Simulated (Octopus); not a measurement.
# C (Fd-3m) in Octopus: equation of state

Aim: energy against volume of C in PBEsol, for its equilibrium volume and stiffness.

Everything below comes from runs of Octopus 16.4. Logs are shortened: lines on timing, memory, paths and dates and some standing lists are left out, and cuts for length are marked.

**Experimental background.**

“Equation of state of cubic boron nitride at high pressures and temperatures”, 2007, arxiv:cond-mat/0702656 quotes, for a bulk crystal of C: bulk modulus 444.8 ± 0.8 GPa.

The runs below are set against these values where they give the same quantity.

**1. The crystal as given**

It takes space group Fd-3m (No. 227, cubic). Conventional cell: a = 3.567 Å, b = 3.567 Å, c = 3.567 Å, α = 90.00°, β = 90.00°, γ = 90.00°. Around C (site symmetry -43m) lie 4 C at 1.54 Å.

This isn't the form of C at room conditions, which is graphite.

**2. Equation of state, PBEsol, 5.67 Å³/atom**

The input, inp:

```
CalculationMode = gs
UnitsOutput = eV_Angstrom
PeriodicDimensions = 3
ExperimentalFeatures = yes
PseudopotentialSet = pseudodojo_pbesol
%LatticeParameters
 1*angstrom | 1*angstrom | 1*angstrom
%
%LatticeVectors
 0 | 1.78337 | 1.78337
 1.78337 | 0 | 1.78337
 1.78337 | 1.78337 | 0
%
%ReducedCoordinates
 "C" | 0.75 | 0.75 | 0.75
 "C" | 0.5 | 0.5 | 0.5
%
%Spacing
 0.13274032*angstrom | 0.13274032*angstrom | 0.13274032*angstrom
%
DerivativesOrder = 8
%KPointsGrid
 13 | 13 | 13
%
KPointsUseSymmetries = yes
XCFunctional = gga_x_pbe_sol + gga_c_pbe_sol
SmearingFunction = fermi_dirac
Smearing = 0.05*eV
ExtraStates = 6
Eigensolver = chebyshev_filter
ConvRelDens = 3e-7
MaximumIter = 120
```

Potentials or basis: pseudodojo_pbesol (PseudoDojo 0.4, PBEsol).

Started as:

```bash
$ OMP_NUM_THREADS=1 octopus > out.log
```

out.log:

```text
Running octopus

[... 13 lines left out ...]

Input: [AllElectronType = no]
Input: [PseudopotentialSet = pseudodojo_pbesol]
Reading Coordinates from ReducedCoordinates block

****************************** Species *******************************
  Species 'C'
    type             : pseudopotential
    file             : 'C.upf'
    file format      : UPF2
    valence charge   : 4.0
    atomic number    :   6
    form on file     : kleinman-bylander
    lmax             : 1
    llocal           : -1
    projectors per l : 2
    total projectors : 4
    application form : kleinman-bylander
    orbitals         :  4
    bound orbitals   :  4

**********************************************************************

***************************** Symmetries *****************************
Space group No.  227
International: Fd-3m
Schoenflies: Oh^7
Info: The system has    24 symmorphic symmetries that can be used.
  Index                Rotation matrix                      Fractional translations
    1 :     1   0   0     0   1   0     0   0   1      0.000000    0.000000    0.000000
    2 :     0   1  -1     1   0  -1     0   0  -1      0.000000    0.000000    0.000000
    3 :    -1   0   0    -1   0   1    -1   1   0      0.000000    0.000000    0.000000
    4 :     0  -1   1     0  -1   0     1  -1   0      0.000000    0.000000    0.000000
    5 :     0   1   0     0   0   1     1   0   0      0.000000    0.000000    0.000000
    6 :    -1   0   1    -1   1   0    -1   0   0      0.000000    0.000000    0.000000
[... 16 lines left out ...]
   23 :     1   0   0     0   0   1     0   1   0      0.000000    0.000000    0.000000
   24 :     0  -1   1     1  -1   0     0  -1   0      0.000000    0.000000    0.000000
Info: The system also has    24 nonsymmorphic symmetries (not used for electrons).
    1 :     1   0  -1     1   0   0     1  -1   0      0.250000    0.250000    0.250000
    2 :     0   1   0     0   1  -1    -1   1   0      0.250000    0.250000    0.250000
    3 :     0  -1   0    -1   0   0     0   0  -1      0.250000    0.250000    0.250000
    4 :    -1   0   1     0  -1   1     0   0   1      0.250000    0.250000    0.250000
    5 :    -1   1   0     0   1   0     0   1  -1      0.250000    0.250000    0.250000
    6 :     0   0   1    -1   0   1     0  -1   1      0.250000    0.250000    0.250000
[... 16 lines left out ...]
   23 :     0   0   1     0  -1   1    -1   0   1      0.250000    0.250000    0.250000
   24 :     1  -1   0     1   0   0     1   0  -1      0.250000    0.250000    0.250000
**********************************************************************

Input: [CurvMethod = curv_affine]
Input: [DerivativesStencil = stencil_stargeneral]

****************************** Lattice *******************************
  Lattice Vectors [A]
    0.000000    1.783370    1.783370
    1.783370    0.000000    1.783370
    1.783370    1.783370    0.000000
  Cell volume =            11.3437 [A^3]
  Reciprocal-Lattice Vectors [A^-1]
   -1.761605    1.761605    1.761605
    1.761605   -1.761605    1.761605
    1.761605    1.761605   -1.761605
  Cell angles [degree]
    alpha =   60.000
    beta  =   60.000
    gamma =   60.000
**********************************************************************

Checking if the generated full k-point grid is symmetric

    84 k-points generated from parameters :
 ---------------------------------------------------
    n =   13   13   13

    s1  =  0.50  0.50  0.50

   index |      weight  |             coordinates              |
       1 |     0.000455 |    0.000000    0.000000    0.000000  |
       2 |     0.003641 |    0.076923    0.000000    0.000000  |
       3 |     0.002731 |    0.076923    0.076923    0.000000  |
       4 |     0.005462 |   -0.076923    0.076923    0.000000  |
       5 |     0.010924 |   -0.076923    0.076923    0.076923  |
       6 |     0.003641 |    0.153846    0.000000    0.000000  |
[... 76 lines left out ...]
      83 |     0.002731 |    0.461538    0.461538    0.000000  |
      84 |     0.005462 |   -0.461538    0.461538    0.000000  |

Input: [SmearingFunction = fermi_dirac]
Input: [SymmetrizeDensity = yes]

[... 49 lines left out ...]
    non-local part =  1.0 A
    orbitals       =  4.8 A

Input: [RelativisticCorrection = non_relativistic]
[... 10 lines left out ...]
      Block       1 contains       4 states:       1 -       4
      Block       2 contains       4 states:       5 -       8
      Block       3 contains       2 states:       9 -      10
Info: Ground-state allocation done.
Info: Could not find 'restart/gs' directory for restart.
[... 18 lines left out ...]
** Warning:
**   Cannot do LCAO for all states because there are not enough atomic orbitals.
**   Required: 10. Available: 8. 2 orbitals will be randomized.

Info: Unnormalized total charge =      7.974258
Info: Renormalized total charge =      8.000000

** Warning:
**   Symmetrization discrepancy ratio (scalar) =  2.21501E-03

Info: Setting up Hamiltonian.
Info: Performing initial LCAO calculation with      8 orbitals.
Info: Getting Hamiltonian matrix elements.

Eigenvalues [eV]
 #st  Spin   Eigenvalue      Occupation
#k =       1, k = (  0.000000,  0.000000,  0.000000)
   1   --   -15.414088       2.000000
   2   --     5.293883       2.000000
   3   --     5.293883       2.000000
   4   --     5.294438       2.000000
   5   --    11.684124       2.000000
   6   --    11.684124       2.000000
   7   --    11.685084       2.000000
   8   --    20.165048       0.000000
#k =       2, k = (  0.076923,  0.000000,  0.000000)
   1   --   -15.222897       2.000000
   2   --     4.805102       2.000000
   3   --     5.355716       2.000000
   4   --     5.356219       2.000000
   5   --    12.058617       2.000000
   6   --    12.059462       2.000000
   7   --    12.510930       2.000000
   8   --    20.523133       0.000000
[... 82 further k-points ...]
Fermi energy =    14.143174 eV
Generating random wavefunctions for states        9 and above
Orthogonalizing wavefunctions.
Info: Ground-state restart information will be written to 'restart/gs'.
Info: SCF using complex wavefunctions.
Info: Starting SCF iteration.

** Warning:
**   Symmetrization discrepancy ratio (scalar) =  1.07406E-01

*********************** SCF CYCLE ITER #    1 ************************
 etot  = -3.37720998E+02 abs_ev   =  5.31E+01 rel_ev   =  1.80E+00
 ediff =        1.24E+01 abs_dens =  1.25E+00 rel_dens =  1.57E-01
Matrix vector products: 2100
Converged eigenvectors: 0

#  State  KPoint  Eigenvalue [eV]  Occupation    Error
      1       1      -15.936059    2.000000   ( 4.4E-06)
      1       2      -15.775063    2.000000   ( 8.7E-06)
      1       3      -15.721425    2.000000   ( 5.9E-06)
      1       4      -15.507368    2.000000   ( 7.3E-06)
      1       5      -15.347068    2.000000   ( 1.7E-05)
      1       6      -15.293913    2.000000   ( 1.4E-05)
      1      10      -15.080289    2.000000   ( 1.9E-05)
      1       7      -14.921586    2.000000   ( 1.4E-05)
[... 23 lines left out ...]
     10      43       30.314720    0.000000   ( 1.4E-01)
     10      66       30.319754    0.000000   ( 1.4E-01)
     10      59       30.497702    0.000000   ( 1.1E-01)
     10      65       30.520355    0.000000   ( 1.2E-01)
     10      37       30.739680    0.000000   ( 1.3E-01)
     10       2       31.114033    0.000000   ( 1.1E-01)
     10      57       32.362834    0.000000   ( 1.7E-01)
     10       1       33.040625    0.000000   ( 9.3E-02)

Density of states:

------------------------------------------%-----------------%---------
------------------------------------------%----%------------%---------
------------------------------------------%%---%-%%---------%-%-------
----------------------%-------------------%%-%-%-%%---------%-%-------
---------------------%%%%%---------------%%%-%-%-%%---------%-%-------
------------------%-%%%%%%-------------%-%%%%%-%%%%---------%-%-------
--------------%%--%%%%%%%%%------------%%%%%%%-%%%%%%------%%%%%%%----
--------%%---%%%-%%%%%%%%%%------------%%%%%%%%%%%%%%-----%%%%%%%%----
---%%-%%%%%%%%%%%%%%%%%%%%%%%--------%%%%%%%%%%%%%%%%----%%%%%%%%%----
-%%%%%%%%%%%%%%%%%%%%%%%%%%%%--------%%%%%%%%%%%%%%%%--%%%%%%%%%%%----
                                   ^

Fermi energy =     8.552283 eV

**********************************************************************

*********************** SCF CYCLE ITER #    2 ************************
 etot  = -3.33294930E+02 abs_ev   =  3.33E+00 rel_ev   =  1.28E-01
 ediff =        1.63E-01 abs_dens =  1.12E-01 rel_dens =  1.40E-02
Matrix vector products: 2100
Converged eigenvectors: 0
[... 127 lines left out ...]
*********************** SCF CYCLE ITER #   13 ************************
 etot  = -3.26728061E+02 abs_ev   =  3.82E-05 rel_ev   =  1.81E-06
 ediff =        1.64E-06 abs_dens =  6.58E-07 rel_dens =  8.22E-08
Matrix vector products: 2100
Converged eigenvectors: 0

#  State  KPoint  Eigenvalue [eV]  Occupation    Error
      1       1      -15.166189    2.000000   ( 1.1E-07)
      1       2      -15.001910    2.000000   ( 1.1E-07)
      1       3      -14.947182    2.000000   ( 1.1E-07)
      1       4      -14.728666    2.000000   ( 1.2E-07)
      1       5      -14.565010    2.000000   ( 1.2E-07)
      1       6      -14.510664    2.000000   ( 1.2E-07)
      1      10      -14.292642    2.000000   ( 1.2E-07)
      1       7      -14.130258    2.000000   ( 1.2E-07)
[... 23 lines left out ...]
     10      62       30.469530    0.000000   ( 2.5E-02)
     10      59       30.494216    0.000000   ( 2.6E-02)
     10      54       30.494360    0.000000   ( 2.0E-02)
     10      74       30.554937    0.000000   ( 7.0E-02)
     10      37       30.721258    0.000000   ( 3.1E-02)
     10      65       30.939024    0.000000   ( 5.9E-02)
     10       2       31.036760    0.000000   ( 5.7E-02)
     10       1       33.167806    0.000000   ( 2.0E-02)

Density of states:

-------------------------------------------------------------%--------
---------------------------------------------------%--------%%--------
----------------------%-------------------%%%%---%%%--------%%-%------
----------------------%%------------------%%%%%-%%%%--------%%-%------
--------------------%-%%%%%--------------%%%%%%-%%%%--------%%-%------
--------------%-----%-%%%%%-------------%%%%%%%-%%%%-%-----%%%-%%-----
--------%-----%---%%%%%%%%%%-----------%%%%%%%%-%%%%%%-----%%%-%%%----
------%-%-%--%%%%%%%%%%%%%%%----------%%%%%%%%%%%%%%%%-----%%%%%%%----
---%-%%%%%%%%%%%%%%%%%%%%%%%%%--------%%%%%%%%%%%%%%%%---%%%%%%%%%----
-%%%%%%%%%%%%%%%%%%%%%%%%%%%%%%------%%%%%%%%%%%%%%%%%%-%%%%%%%%%%----
                                   ^

Fermi energy =     9.000809 eV

**********************************************************************

Info: SCF converged in   13 iterations

** Warning:
**   Some of the states are not fully converged!

Info: Number of matrix-vector products:      27300
Info: Finished writing information to 'restart/gs'.

Octopus emitted 17 warnings.
```

Run time: 2.2 min. Hardware: 1 thread of Arm Neoverse V1, shared host; peak memory 0.54 GiB.

What came out:

```yaml
Free_energy: -326.7281 eV
Band_gap_on_the_k_mesh: 4.05 eV, indirect (least direct gap 5.56 eV)
```

Caveat: an odd mesh through Γ misses points on the zone boundary, where band edges often lie.

**3. Equation of state, PBEsol, 5.56 Å³/atom (volume scaled by 0.98)**

Edit inp of step 2 so:

```diff
@@ -9,5 +9,5 @@
 %LatticeVectors
- 0 | 1.78337 | 1.78337
- 1.78337 | 0 | 1.78337
- 1.78337 | 1.78337 | 0
+ 0 | 1.7714007132 | 1.7714007132
+ 1.7714007132 | 0 | 1.7714007132
+ 1.7714007132 | 1.7714007132 | 0
 %
@@ -18,3 +18,3 @@
 %Spacing
- 0.13274032*angstrom | 0.13274032*angstrom | 0.13274032*angstrom
+ 0.13184942*angstrom | 0.13184942*angstrom | 0.13184942*angstrom
 %
```

Potentials or basis: pseudodojo_pbesol (PseudoDojo 0.4, PBEsol).

Started as:

```bash
$ OMP_NUM_THREADS=1 octopus > out.log
```

It took 2.3 min on 1 thread of Arm Neoverse V1, shared host; peak memory 0.54 GiB.

Results (log left out):

| Property | Result |
| --- | --- |
| Free energy | -326.7254 eV |
| Band gap on the k mesh | 4.10 eV, indirect (least direct gap 5.62 eV) |

Caveat: an odd mesh through Γ misses points on the zone boundary, where band edges often lie.

**4. Equation of state, PBEsol, 5.79 Å³/atom (volume scaled by 1.02)**

Edit inp of step 3 so:

```diff
@@ -9,5 +9,5 @@
 %LatticeVectors
- 0 | 1.7714007132 | 1.7714007132
- 1.7714007132 | 0 | 1.7714007132
- 1.7714007132 | 1.7714007132 | 0
+ 0 | 1.7951807415 | 1.7951807415
+ 1.7951807415 | 0 | 1.7951807415
+ 1.7951807415 | 1.7951807415 | 0
 %
@@ -18,3 +18,3 @@
 %Spacing
- 0.13184942*angstrom | 0.13184942*angstrom | 0.13184942*angstrom
+ 0.13361942*angstrom | 0.13361942*angstrom | 0.13361942*angstrom
 %
@@ -32 +32,6 @@
 MaximumIter = 120
+%Output
+ density | cube
+ elf | cube
+ potential | cube
+%
```

Started as:

```bash
$ OMP_NUM_THREADS=1 octopus > out.log
```

It took 2.2 min on 1 thread of Arm Neoverse V1, shared host; peak memory 0.54 GiB.

The run converged. Its results:

```
Free energy            : -326.7176 eV
Band gap on the k mesh : 4.01 eV, indirect (least direct gap 5.51 eV)
```

Caveat: an odd mesh through Γ misses points on the zone boundary, where band edges often lie.

**5. Equation of state, PBEsol, 5.44 Å³/atom (volume scaled by 0.96)**

Edit inp of step 4 so:

```diff
@@ -9,5 +9,5 @@
 %LatticeVectors
- 0 | 1.7951807415 | 1.7951807415
- 1.7951807415 | 0 | 1.7951807415
- 1.7951807415 | 1.7951807415 | 0
+ 0 | 1.7592674508 | 1.7592674508
+ 1.7592674508 | 0 | 1.7592674508
+ 1.7592674508 | 1.7592674508 | 0
 %
@@ -18,3 +18,3 @@
 %Spacing
- 0.13361942*angstrom | 0.13361942*angstrom | 0.13361942*angstrom
+ 0.13094631*angstrom | 0.13094631*angstrom | 0.13094631*angstrom
 %
```

Started as:

```bash
$ OMP_NUM_THREADS=1 octopus > out.log
```

Wall time 2.1 min (1 thread of Arm Neoverse V1, shared host); peak memory 0.54 GiB.

The run converged. Its results:

```yaml
Free_energy: -326.7094 eV
Band_gap_on_the_k_mesh: 4.15 eV, indirect (least direct gap 5.68 eV)
```

Caveat: an odd mesh through Γ misses points on the zone boundary, where band edges often lie.

**6. Equation of state, PBEsol, 5.90 Å³/atom (volume scaled by 1.04)**

Edit inp of step 5 so:

```diff
@@ -9,5 +9,5 @@
 %LatticeVectors
- 0 | 1.7592674508 | 1.7592674508
- 1.7592674508 | 0 | 1.7592674508
- 1.7592674508 | 1.7592674508 | 0
+ 0 | 1.806838086 | 1.806838086
+ 1.806838086 | 0 | 1.806838086
+ 1.806838086 | 1.806838086 | 0
 %
@@ -18,3 +18,3 @@
 %Spacing
- 0.13094631*angstrom | 0.13094631*angstrom | 0.13094631*angstrom
+ 0.13448710*angstrom | 0.13448710*angstrom | 0.13448710*angstrom
 %
```

Potentials or basis: pseudodojo_pbesol (PseudoDojo 0.4, PBEsol).

Started as:

```bash
$ OMP_NUM_THREADS=1 octopus > out.log
```

Run time: 2.1 min. Hardware: 1 thread of Arm Neoverse V1, shared host; peak memory 0.54 GiB.

Results (log left out):

```
Free energy            : -326.6942 eV
Band gap on the k mesh : 3.97 eV, indirect (least direct gap 5.45 eV)
```

Caveat: an odd mesh through Γ misses points on the zone boundary, where band edges often lie.

**7. Equation of state, PBEsol, 5.33 Å³/atom (volume scaled by 0.94)**

Edit inp of step 6 so:

```diff
@@ -9,5 +9,5 @@
 %LatticeVectors
- 0 | 1.806838086 | 1.806838086
- 1.806838086 | 0 | 1.806838086
- 1.806838086 | 1.806838086 | 0
+ 0 | 1.7469644787 | 1.7469644787
+ 1.7469644787 | 0 | 1.7469644787
+ 1.7469644787 | 1.7469644787 | 0
 %
@@ -18,3 +18,3 @@
 %Spacing
- 0.13448710*angstrom | 0.13448710*angstrom | 0.13448710*angstrom
+ 0.13003057*angstrom | 0.13003057*angstrom | 0.13003057*angstrom
 %
@@ -32,6 +32 @@
 MaximumIter = 120
-%Output
- density | cube
- elf | cube
- potential | cube
-%
```

Started as:

```bash
$ OMP_NUM_THREADS=1 octopus > out.log
```

It took 2.1 min on 1 thread of Arm Neoverse V1, shared host; peak memory 0.54 GiB.

It converged, with:

```yaml
Free_energy: -326.6779 eV
Band_gap_on_the_k_mesh: 4.20 eV, indirect (least direct gap 5.74 eV)
```

Caveat: an odd mesh through Γ misses points on the zone boundary, where band edges often lie.

**8. Equation of state, PBEsol, 6.01 Å³/atom (volume scaled by 1.06)**

Edit inp of step 7 so:

```diff
@@ -9,5 +9,5 @@
 %LatticeVectors
- 0 | 1.7469644787 | 1.7469644787
- 1.7469644787 | 0 | 1.7469644787
- 1.7469644787 | 1.7469644787 | 0
+ 0 | 1.8183469191 | 1.8183469191
+ 1.8183469191 | 0 | 1.8183469191
+ 1.8183469191 | 1.8183469191 | 0
 %
@@ -18,3 +18,3 @@
 %Spacing
- 0.13003057*angstrom | 0.13003057*angstrom | 0.13003057*angstrom
+ 0.13534373*angstrom | 0.13534373*angstrom | 0.13534373*angstrom
 %
```

Started as:

```bash
$ OMP_NUM_THREADS=1 octopus > out.log
```

Run time: 2.2 min. Hardware: 1 thread of Arm Neoverse V1, shared host; peak memory 0.54 GiB.

Results (log left out):

```
Free energy            : -326.6616 eV
Band gap on the k mesh : 3.92 eV, indirect (least direct gap 5.40 eV)
```

Caveat: an odd mesh through Γ misses points on the zone boundary, where band edges often lie.

**9. Equation of state, PBEsol**

Potentials or basis: pseudodojo_pbesol (PseudoDojo 0.4, PBEsol).

No new run: the results of the series are fitted here.

Results:

* Equilibrium volume: 5.63 Å³/atom
* Bulk modulus: 465 GPa
* Pressure derivative of the bulk modulus: 3.3 (rough: it moves with the points fitted)

Energy against volume, from the lowest point:
```
volume (Å³/atom)  energy (meV/atom)
           5.332              25.08
           5.445               9.34
           5.558               1.33
           5.672               0.00
           5.785               5.25
           5.899              16.96
           6.012              33.24
```

Caveat: the number of grid points is fixed, so the spacing changes with the cell, which shifts volumes and moduli.

**10. How close it comes**

Step 9. Measured bulk modulus of C: 444.8 GPa (quoted in “Equation of state of cubic boron nitride at high pressures and temperatures”, 2007, arxiv:cond-mat/0702656). This calculation gives 465 GPa (+4.4 %). 3 values of this kind are on record (442 to 444.8 GPa); this one was drawn at random among those near their median, those with a stated uncertainty first. The fit is for a static lattice scaled at fixed shape and fixed fractional positions. The cell as given is a measured one (5.67 Å³/atom); PBEsol puts the equilibrium volume -0.7 % from it, thermal expansion not counted.
